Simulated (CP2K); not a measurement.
Runs of CP2K 2026.2 on Bi. It takes space group Im-3m (No. 229, cubic). The conventional cell has a = 3.963 Å, b = 3.963 Å, c = 3.963 Å, α = 90.00°, β = 90.00°, γ = 90.00°. Around Bi (site symmetry m-3m) lie 8 Bi at 3.43 Å. This isn't the form of Bi at room conditions, which is rhombohedral.

| task | level | potentials or basis | cell | smearing | EPS_DEFAULT | NGRIDS | basis sets | potentials | points a segment of the path (NPOINTS) | gap on the mesh (eV) | pressure (GPa) | V0 of scaled cells (Å³/atom) | B0 (GPa) |
| --- | --- | --- | --- | --- | --- | --- | --- | --- | --- | --- | --- | --- | --- |
| band structure | r2SCAN | POTENTIAL_UZH Bi GTH-SCAN-q5; TZVP-MOLOPT-SCAN-GTH basis | as given | fermi-dirac 0.1 eV | 1.0E-9 | 4 | Bi TZVP-MOLOPT-SCAN-GTH-q5 | Bi GTH-SCAN-q5 of POTENTIAL_UZH | 6 | none | -1.5 | - | - |
| single point | LDA | GTH_POTENTIALS Bi GTH-PADE-q5; TZVP-MOLOPT-PBE-GTH basis | the cell as VASP's run set it | gaussian 0.05 eV | 1.0E-10 | 4 | Bi TZVP-MOLOPT-PBE-GTH-q5 | Bi GTH-PADE-q5 of GTH_POTENTIALS | - | none | -3.0 | - | - |
| band structure | LDA | GTH_POTENTIALS Bi GTH-PADE-q5; TZVP-MOLOPT-PBE-GTH basis | as given | fermi-dirac 0.0259 eV | 1.0E-9 | 5 | Bi TZVP-MOLOPT-PBE-GTH-q5 | Bi GTH-PADE-q5 of GTH_POTENTIALS | 6 | none | -3.0 | - | - |
| equation of state | r2SCAN | POTENTIAL_UZH Bi GTH-SCAN-q5; TZVP-MOLOPT-SCAN-GTH basis | as given | fermi-dirac 0.05 eV | 1.0E-9 | 5 | Bi TZVP-MOLOPT-SCAN-GTH-q5 | Bi GTH-SCAN-q5 of POTENTIAL_UZH | - | - | - | 30.19 | (a) |
| band structure | LDA | GTH_POTENTIALS Bi GTH-PADE-q5; TZVP-MOLOPT-PBE-GTH basis | as given | fermi-dirac 0.1 eV | 1.0E-10 | 4 | Bi TZVP-MOLOPT-PBE-GTH-q5 | Bi GTH-PADE-q5 of GTH_POTENTIALS | 8 | none | -3.0 | - | - |
| equation of state | LDA | GTH_POTENTIALS Bi GTH-PADE-q5; TZVP-MOLOPT-PBE-GTH basis | as given | fermi-dirac 0.1 eV | 1.0E-10 | 4 | Bi TZVP-MOLOPT-PBE-GTH-q5 | Bi GTH-PADE-q5 of GTH_POTENTIALS | - | - | - | 29.47 | (b) |

Alike in all rows: no spin polarisation; k mesh 9 × 9 × 9.

Problem. Fill in the values left out.

Solution. (a) 53; (b) 62.

Caveats: spin-orbit coupling is left out, which moves the levels of the heavy elements; the basis of atomic orbitals isn't converged, which shifts pressures, moduli and gaps.

A k mesh can miss the band edges, and the runs leave out spin-orbit coupling on Bi.

A gap of «none» marks a metal or a gap under the smearing width.

Not every run made on this cell is shown here.
